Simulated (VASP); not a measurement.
Tb:

```xyz
2
Lattice="3.6010 0.0000 0.0000 -1.8005 3.1186 0.0000 0.0000 0.0000 5.6936" Properties=species:S:1:pos:R:3 pbc="T T T"
Tb    1.8005    1.0395    4.2702
Tb    0.0000    2.0790    1.4234
```

```yaml
Program: VASP 6.6.1
Task: relaxation of cell and atoms
Functional: vdW-DF2
Potentials_or_basis: VASP PAW PBE potentials, release 64 (Tb_3), 4f in core
Cutoff: 600 eV
k_mesh: 9 × 9 × 5
Occupations: gaussian, width 0.05 eV
Spin: collinear spin, antiferromagnetic start
Starting_moments: "[6.0, -6.0] μB"
```

At the start: pressure 2.3 GPa; volume 31.97 Å³/atom.

Q: How do energy, volume and symmetry change on relaxing?

A: Over 3 steps the energy falls by 11.6 meV/atom and the volume is 33.64 Å³/atom (+5.2 %); space group P6_3/mmc (No. 194, to 0.05 Å); moment 0.00 μB per cell.

The path:
```csv
step,energy change (eV),largest force (eV/Å),pressure (GPa),volume (Å³)
1,0.0000,0.0000,2.31,63.94
2,-0.0212,0.0000,-0.57,68.31
3,-0.0232,0.0000,0.02,67.29
```

Final structure:
```
CELL_PARAMETERS angstrom
3.66323 0.00000 0.00000
-1.83162 3.17245 0.00000
0.00000 0.00000 5.79012
ATOMIC_POSITIONS crystal
Tb 0.66667 0.33333 0.75000
Tb 0.33333 0.66667 0.25000
```

Caveat: the magnetic or orbital state may not be the lowest; the PAW data sets were made with another functional, which shifts forces and pressure a little.
